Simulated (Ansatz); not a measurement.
**Sb under pressure: fit and missing row**

Sb, Pm-3m, a = 3.109 Å. This isn't the element's structure at ambient conditions. Ansatz: PBE, PAW, 420 eV, Γ-centred 14×10×10 mesh on 2 atoms, Gaussian smearing 0.10 eV; no spin polarisation. Cell and atoms are relaxed at each pressure, and no other structure is tried, so the rows at high pressure may lie past a change of phase.

| V (Å³/atom) | P (GPa) |
| --- | --- |
| ? | 14.96 |
| 26.806 | 7.99 |
| 28.617 | 2.97 |
| 30.052 | 0.00 |
| 32.033 | -3.03 |

Take V0 = 30.052 Å³/atom, fit the third-order Birch–Murnaghan form to the other rows, and predict the missing volume.

With the Eulerian strain f = ½[(V0/V)^(2/3) − 1] and y = P/[3f(1 + 2f)^(5/2)], the form is the line y = B0 + 1.5 B0 (B0′ − 4) f. Rows (f, y): 0.03959, 55.6; 0.01658, 55.0; -0.02083, 53.9. Means f = 0.01178, y = 54.833; Σ(Δf)² = 0.001860, ΣΔfΔy = 0.05256; the slope is their ratio. y = 54.50 + 28.26 f GPa, so B0 = 54.5 GPa and B0′ = 4 + 2 × (28.26)/(3 × 54.50) = 4.35. P = 14.96 GPa is met at f = 0.06516 (y = 56.34), so V = V0 (1 + 2f)^(−3/2) = 25.008 Å³/atom. The run gave 25.076 Å³/atom, so the fit is 0.068 Å³/atom too low, 0.98 % of the span of the series, against an rms of 0.001 Å³/atom on the fitted rows. The row lies outside the fitted range. The records show no cause, and too few rows are left to test a further term.

1 further run of this set didn't finish or converge.